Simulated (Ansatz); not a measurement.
A run of Ansatz 0.2.0:

The input input.yaml:

```yaml
crystal:
  lattice:
    - [0.0, 3.205, 3.205]
    - [3.205, 0.0, 3.205]
    - [3.205, 3.205, 0.0]
  atoms:
    - { symbol: Te, position: [0.75, 0.75, 0.75] }
    - { symbol: Cd, position: [0.0, 0.0, 0.0] }
kpoints:
  mp_grid: { grid: [7, 7, 7] }
scf:
  occupations: { method: gaussian, width: 0.011 }
hamiltonian:
  xc: pbe
  pseudopotentials: { kind: all_electron, lapw: { basis_error: 0.001 } }
output:
  forces: true
  stress: true
  eigenvalues: true
```

Potentials or basis: all-electron LAPW, scalar-relativistic.

Run with:

```sh
$ ansatz run input.yaml --threads 1 --pin off --max-ram 3072MiB --backend cpu --events-out ev --progress --plain --runs-dir out
```

Hardware: 1 thread of Arm Neoverse V2 (shared host).

How long does it take, and how much memory?

Run time: 11 s on 1 thread of Arm Neoverse V2 (shared host), peak memory 0.29 GiB. Counts: scf iterations 7, plane waves 609, k points 20, bands 27.
